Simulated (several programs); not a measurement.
**What each method gives for F (C2/m)**

F (C2/m) from a database of computed structures, relaxed with r2SCAN+rVV10 in Ansatz, was computed with several methods. It is monoclinic, C2/m (No. 12); a = 5.202 Å, b = 2.983 Å, c = 7.091 Å, β = 107.2° in the conventional setting, 13.14 Å³ an atom. F has 1 F at 1.40 Å. Calculated for a static, non-magnetic cell.

```
F
1.0
     2.60087   -1.49171   -0.00665
     2.60087    1.49171   -0.00665
    -2.07940    0.00000    6.77943
F
4
Direct
  0.50540 0.50540 0.40258
  0.08530 0.08530 0.09712
  0.49460 0.49460 0.59742
  0.91470 0.91470 0.90288
```

Gaps and times are for a single point on this cell; volume and bulk modulus come from each method's own relaxation or energy curve at fixed shape, which is too stiff where a cell has free coordinates or axes. Times are rough, from shared hosts (Arm Neoverse V1; Intel Xeon Platinum 8375C CPU @ 2.90GHz), and each method has its own mesh and cell size. A double dagger marks a value from a curve with shape and coordinates held. A star marks a curve whose lowest point is an end point. PM6 (MOPAC), PM7 (MOPAC), GFN1-xTB (tblite), GFN2-xTB (tblite) treat a cluster of cells at its zone centre, which samples few k points: where these miss a band edge, the gap comes out too large for that reason alone. Gaps from k meshes are read at a limited set of points (mesh, symmetry points, PBE's band edges), so each method's own least gap may be somewhat smaller. xTB and the PM methods were fitted mostly to molecules, and can miss a solid's gap by electronvolts. Minimal bases can be far off for gaps. Times of the plane-wave ladder aren't listed, since it ran on unlike processors and cards. Curves at held shape can't give the bulk modulus of a layered or molecular crystal, so none is listed. GLLB-SC's gap includes the derivative discontinuity. G0W0 is at finite bands, cutoff and mesh. d marks a direct gap, i an indirect one (no mark: not told apart), a dash a value that wasn't computed or didn't pass its checks.

```tsv
method	kind	gap (eV)	own volume (Å³/atom)	bulk modulus (GPa)	atoms computed	processor time
PBE-D3(BJ)	semilocal	–	17.38	–	4	–
r2SCAN+rVV10	semilocal	–	13.15	–	4	–
PBE-D4	semilocal	–	17.31	–	4	–
non-self-consistent DFTB (CP2K)	tight binding	7.91 i	–	–	4	0.52 s
light PBE (260 eV and a coarse mesh)	light plane-wave	2.69 i	–	–	4	0.79 s
GFN1-xTB (tblite)	tight binding	4.78	12.73‡	–	cluster	1.6 s
PBE/single zeta (GPAW)	small basis	2.65 i	–	–	4	2.6 s
PM6 (MOPAC)	semi-empirical	15.65	–	–	cluster	3.3 s
PM7 (MOPAC)	semi-empirical	15.39	13.55‡	–	cluster	3.3 s
GFN2-xTB (tblite)	tight binding	4.45	13.90‡	–	cluster	6 s
LDA	semilocal	2.42 i	–	–	4	–
PBE/SZV (CP2K)	small basis	2.59 i	–	–	4	6.3 s
PBE	semilocal	2.68 i	–	–	4	–
PBE/DZVP (CP2K)	small basis	2.73 i	14.33*‡	–	4	10 s
r2SCAN	semilocal	3.53 i	–	–	4	–
GLLB-SC (GPAW)	model potential	5.52	–	–	4	22 s
LC-ωPBE	hybrid	11.95 i	–	–	4	–
PBE0	hybrid	6.67 i	–	–	4	–
HSE06	hybrid	5.86 i	–	–	4	–
DDH-PBE0	hybrid	10.80 i	–	–	4	–
r2SCAN0	hybrid	7.25 i	–	–	4	–
G0W0@HSE06 (140 eV screening cutoff)	many-body	10.78	–	–	4	–
```

Against HSE06 (5.86 eV) and with closed or daggered gaps left aside, the nearest gap at the points sampled is that of GLLB-SC (GPAW) (-0.34 eV) and the farthest that of PM6 (MOPAC) (+9.79 eV). HSE06 is only a yardstick of convenience: for gaps this wide it usually falls short of measured ones, so a larger value can be the better one.

Runs without a result: non-self-consistent DFTB (CP2K) (relaxation).
